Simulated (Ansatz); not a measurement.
## PbO2: what changed settings do

All trials start from this Ansatz input:

```yaml
crystal:
  lattice:
    - [0.0, 2.701992, 2.701992]
    - [2.701992, 0.0, 2.701992]
    - [2.701992, 2.701992, 0.0]
  atoms:
    - { symbol: Pb, position: [0.0, 0.0, 0.0] }
    - { symbol: O, position: [0.25, 0.25, 0.25] }
    - { symbol: O, position: [0.75, 0.75, 0.75] }
basis:
  ecutwfc: 420
kpoints:
  mp_grid: { grid: [6, 6, 6] }
hamiltonian:
  xc: pbe
scf:
  occupations: { method: gaussian, width: 0.1 }
output:
  forces: true
  stress: true
  eigenvalues: true
```

Command:

```bash
ansatz run input.yaml --threads 1 --pin off --max-ram 1331MiB --backend cpu --events-out ev --progress --plain --runs-dir out
```

The run converges in 6 SCF iterations on 16 irreducible k-points: pressure 0.03 GPa, no gap.

Settings here are deliberately varied, not converged. Each trial's input is given as a difference from the reference's; energies are extrapolated to zero smearing where there is one, and pressure is positive in compression.

Trial 1 (one atom moved):

```diff
 crystal:
   atoms:
-    - { symbol: O, position: [0.75, 0.75, 0.75] }
+    - { symbol: O, position: [0.7870097321, 0.7129902679, 0.7870097321] }
 basis:
-  ecutwfc: 420
+  ecutwfc: 230
 hamiltonian:
+  dispersion: d3bj
 scf:
+  lower_state_search: "off"
+accuracy: low
```

The run converges in 10 SCF iterations on 46 irreducible k-points: pressure -8.19 GPa (unreliable at so low a cutoff), largest force 1.380 eV/Å (unreliable too), no gap. It warns that the cutoff lies under the recommended one, 420 eV for these potentials.

Trial 2 (atom left out):

```diff
 crystal:
   atoms:
-    - { symbol: O, position: [0.25, 0.25, 0.25] }
-basis:
-  ecutwfc: 420
+basis: {}
 kpoints:
-  mp_grid: { grid: [6, 6, 6] }
+  mp_grid: { grid: [4, 4, 4], shift: [0.25, 0.25, 0.25] }
 hamiltonian:
-  xc: pbe
+  xc: pbesol
+  pseudopotentials: { kind: paw, source: ansatz }
```

The run converges in 8 SCF iterations on 20 irreducible k-points: at 930 eV, the cutoff that these potentials take when none is typed, pressure 7.71 GPa, largest force 0.023 eV/Å, gap on the sampled k-points 0.31 eV (the reference is a metal, so it comes from the sampling or the changed settings), on another set of potentials (valence electrons Pb 22, O 6; in the reference Pb 14, O 6). It warns that the mesh lowers the symmetry.